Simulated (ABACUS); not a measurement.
The system is Gd.

```
Gd
1.0
     0.00000    2.58582    2.58582
     2.58582    0.00000    2.58582
     2.58582    2.58582    0.00000
Gd
1
Direct
  0.00000 0.00000 0.00000
```

This isn't the form of Gd at room conditions, which is hcp.

```yaml
Program: ABACUS 3.10.1
Task: single point
Functional: PBE
Potentials_or_basis: PseudoDojo NC SR 0.4.1 PBE standard, lanthanides 3+ (f in core)
Cutoff: 707 eV
Density_cutoff: 2830 eV
Basis: plane waves
k_mesh: 9 × 9 × 9
Occupations: fermi-dirac, width 0.05 eV
Spin: collinear spin, ferromagnetic start
Starting_moments: "[1.0] μB"
```

On this cell: net moment 0.00 μB per cell; band gap on the k mesh none (metal or under the smearing width).

The same run follows on a disturbed copy (cell strained at random at fixed volume):

```
Gd
1.0
    -0.00885    2.53625    2.57003
     2.55559   -0.02978    2.59096
     2.58316    2.58475   -0.05735
Gd
1
Direct
  0.99376 0.98723 0.01668
```

What does the disturbed cell give?

The energy (extrapolated to zero smearing) moves by +3.4 meV/atom; net moment 0.00 μB per cell; band gap on the k mesh none (metal or under the smearing width).

Caveats: all typed moments are zero, and the program then starts from 1 μB on every atom; spin-orbit coupling is left out, which moves the levels of the heavy elements; the 4f electrons are frozen in the core as for a trivalent ion, so they carry no moment and show no levels.
